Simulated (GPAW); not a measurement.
Runs of GPAW 26.7.0 on Cu. All rows change the cell; the cell of one of them follows. The typed cell holds 1 atom: a = 2.479 Å, b = 2.477 Å, c = 2.450 Å, α = 108.63°, β = 107.81°, γ = 112.70°. This isn't the form of Cu at room conditions, which is fcc.

```tsv
potentials or basis	cell	cutoff (eV)	data set	gap on the mesh (eV)	pressure (GPa)
SG15 ONCV 1.2, pw	cell sheared at random, sigma 0.01, atoms nudged by 0.01 Å	1100	-	none	(a)
JTH PAW 2.0, PBE, pw	cell sheared at random, sigma 0.01, atoms nudged by 0.01 Å	600	Cu jth	none	5.5
PAW data sets generated in the run's folder for this functional, pw	cell sheared at random, sigma 0.01, atoms nudged by 0.01 Å	600	-	none	9.0
GPAW PAW data sets (gpaw-data 1.2.1), pw	strain = -0.04; cell sheared at random, sigma 0.01, atoms nudged by 0.01 Å	600	-	none	9.7
GPAW PAW data sets (gpaw-data 1.2.1), pw	cell sheared at random, sigma 0.01, atoms nudged by 0.01 Å	600	-	none	9.0
```

Alike in all rows: task single point; level PBE; no spin polarisation; k mesh 13 × 13 × 13; smearing fermi-dirac 0.05 eV.

Q: Estimate the missing entries.

A: (a) 7.7.

Caveats: with this Cu data set, volumes or pressures lay over 1.5 % or 2 GPa off other programs in two to four cells of ten (some runs); the program truncates these outside data sets (some runs); the density grid can change from cell to cell, which puts small steps into energies and stress (some runs).

A gap of «none» marks a metal or a gap under the smearing width.

The runs don't all hold the same shells in valence.
